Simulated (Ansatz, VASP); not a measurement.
**C in VASP and in Ansatz**

```
C
1.0
     1.28943    0.74445    3.34701
    -1.28943    0.74445    3.34701
     0.00000   -1.48890    3.34701
C
2
Direct
  0.16400 0.16400 0.16400
  0.83600 0.83600 0.83600
```

Change from the starting cell: strain +0.050 along x and y, +0.000 along z, atoms carried along.

Alike in both runs: task single point; functional PBEsol; k mesh 15 × 15 × 15; occupations gaussian, width 0.05 eV; no spin polarisation.

|  | VASP | Ansatz |
| --- | --- | --- |
| version | VASP 6.6.1 | Ansatz 0.2.0 |
| potentials or method | VASP PAW PBE potentials, release 64 (C) | scalar-relativistic, plane waves, PAW |
| plane-wave cutoff (eV) | 520 | 420 |
| valence electrons in the cell | 8 | 8 |

Ansatz gave:

| Property | Result |
| --- | --- |
| gap on the k mesh at the Fermi level (eV) | 0.80 |
| least direct gap on the mesh (eV) | 0.80 |
| pressure (GPa) | -32.2 |
| largest component of the traceless stress (GPa) | 33.19 |
| rms of the force components (eV/Å) | 0.487 |

**Question.** Estimate VASP's values.

**Answer.** gap on the k mesh at the Fermi level (eV): 0.81; least direct gap on the mesh (eV): 0.81; pressure (GPa): -31.8; largest component of the traceless stress (GPa): 32.64; rms of the force components (eV/Å): 0.485.

Atom by atom the forces differ by 0.002 eV/Å (rms over components).

Caveats: the cell as given lies far from equilibrium; so large a pressure means that the cell lies far from this level's equilibrium, or that cutoff or potentials fall short (VASP); the potentials were made for another functional, which shifts forces and pressure (VASP); an odd mesh through Γ misses points on the zone boundary, where band edges often lie.
